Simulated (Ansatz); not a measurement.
(001) slab cut from the bulk of NbAs, 15 Å of vacuum:

```xyz
8
Lattice="3.4735 0.0000 0.0000 0.0000 3.4735 0.0000 0.0000 0.0000 24.7729" Properties=species:S:1:pos:R:3 pbc="T T T"
As    0.0000    0.0000    7.5000
Nb    1.7367    1.7367    8.4610
As    1.7367    0.0000   10.4373
Nb    0.0000    1.7367   11.3983
As    1.7367    1.7367   13.3746
Nb    0.0000    0.0000   14.3356
As    0.0000    1.7367   16.3119
Nb    1.7367    0.0000   17.2729
```

These are results of DFT PBE, scalar-relativistic, plane waves, PAW (Ansatz 0.2.0), not measurements. Settings: cutoff 420 eV, Γ-centred mesh 10×10×1 on the computed 8-atom cell, Gaussian smearing of 0.10 eV; no spin polarisation. The cell repeats along c with a dipole correction in the vacuum.

This base run converges in 9 iterations with a largest force of 0.995 eV/Å and a work function of 4.05 eV on the top face.

One setting at a time is then changed, some of them on purpose to poor values; changes count from the base run, energies are extrapolated to zero smearing, γ keeps the base's bulk energy, atoms stay where they are, a change of functional drops any dispersion correction, and risky runs are capped at 50 to 100 iterations.

**Question.** What does each change do? occupations cold 0.2 eV; cutoff 120 eV; functional LDA; occupations gaussian 0.5 eV; mixing β = 0.9; occupations gaussian 0.01 eV; mixing β = 0.02; cutoff 360 eV.

**Answer.**
```json
{"change": "occupations cold 0.2 eV", "outcome": "converged", "SCF iterations": "9", "ΔE (meV/atom)": "-0.2", "Δγ (J/m²)": "-0.001", "Δφ top (eV)": "-0.05", "largest force (eV/Å)": "0.951", "largest change of a force (eV/Å)": "0.044"}
{"change": "cutoff 120 eV", "outcome": "converged with warnings", "SCF iterations": "12", "ΔE (meV/atom)": "+45365.2", "Δγ (J/m²)": "", "Δφ top (eV)": "+1.71", "largest force (eV/Å)": "1.998", "largest change of a force (eV/Å)": "1.224"}
{"change": "functional LDA", "outcome": "converged with warnings", "SCF iterations": "9", "ΔE (meV/atom)": "", "Δγ (J/m²)": "", "Δφ top (eV)": "+0.27", "largest force (eV/Å)": "1.518", "largest change of a force (eV/Å)": "0.524"}
{"change": "occupations gaussian 0.5 eV", "outcome": "converged", "SCF iterations": "8", "ΔE (meV/atom)": "-2.0", "Δγ (J/m²)": "-0.010", "Δφ top (eV)": "-0.09", "largest force (eV/Å)": "1.074", "largest change of a force (eV/Å)": "0.083"}
{"change": "mixing β = 0.9", "outcome": "converged", "SCF iterations": "9", "ΔE (meV/atom)": "0.0", "Δγ (J/m²)": "0.000", "Δφ top (eV)": "0.00", "largest force (eV/Å)": "0.995", "largest change of a force (eV/Å)": "0.000"}
{"change": "occupations gaussian 0.01 eV", "outcome": "converged", "SCF iterations": "10", "ΔE (meV/atom)": "+0.2", "Δγ (J/m²)": "+0.001", "Δφ top (eV)": "+0.09", "largest force (eV/Å)": "1.000", "largest change of a force (eV/Å)": "0.044"}
{"change": "mixing β = 0.02", "outcome": "converged", "SCF iterations": "11", "ΔE (meV/atom)": "0.0", "Δγ (J/m²)": "0.000", "Δφ top (eV)": "0.00", "largest force (eV/Å)": "0.995", "largest change of a force (eV/Å)": "0.000"}
{"change": "cutoff 360 eV", "outcome": "converged with warnings", "SCF iterations": "9", "ΔE (meV/atom)": "+1.8", "Δγ (J/m²)": "", "Δφ top (eV)": "0.00", "largest force (eV/Å)": "0.994", "largest change of a force (eV/Å)": "0.001"}
```

The smearing is narrow for a metal on this mesh. In some of the runs (cutoff 120) charge leaks into the vacuum, so their work functions can be off.

Cost: 9 runs of about 7.9 core-minutes in all, on Intel Xeon Platinum 8259CL (Skylake/Cascade Lake) (shared hosts).